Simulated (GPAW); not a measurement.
Crystal: Zn.

```
Zn
1.0
    -1.56904    1.56904    1.56904
     1.56904   -1.56904    1.56904
     1.56904    1.56904   -1.56904
Zn
1
Direct
  0.00000 0.00000 0.00000
```

This isn't the form of Zn at room conditions, which is hcp.

```yaml
Program: GPAW 26.7.0
Task: relaxation of cell and atoms
Functional: PBEsol
Dispersion: D3(BJ)+ATM
Potentials_or_basis: PAW data sets generated in the run's folder for this functional
Cutoff: 600 eV
Basis: pw
k_mesh: 12 × 12 × 12
Occupations: fermi-dirac, width 0.05 eV
Spin: no spin polarisation
```

At the start: pressure -8.4 GPa; volume 15.45 Å³/atom.

Question: How do energy, volume and symmetry change on relaxing?

Answer: Over 5 steps the energy falls by 53.4 meV/atom and the volume is 13.69 Å³/atom (-11.4 %); space group Im-3m (No. 229, to 0.05 Å).

Step by step:
| step | energy change (eV) | largest force (eV/Å) | pressure (GPa) | volume (Å³) |
| --- | --- | --- | --- | --- |
| 1 | 0.0000 | 0.0000 | -8.41 | 15.45 |
| 2 | -0.0247 | 0.0000 | -6.65 | 14.92 |
| 3 | -0.0504 | 0.0000 | 2.74 | 13.34 |
| 4 | -0.0533 | 0.0000 | -0.44 | 13.75 |
| 5 | -0.0534 | 0.0000 | -0.01 | 13.69 |

Final structure:
```yaml
crystal:
  lattice:
    - [-1.50700, 1.50700, 1.50700]
    - [1.50700, -1.50700, 1.50700]
    - [1.50700, 1.50700, -1.50700]
  atoms:
    - { symbol: Zn, position: [0.00000, 0.00000, 0.00000] }
```

Caveat: later steps reuse the first step's grids; pairwise dispersion overbinds metals, which lowers pressure and volume.
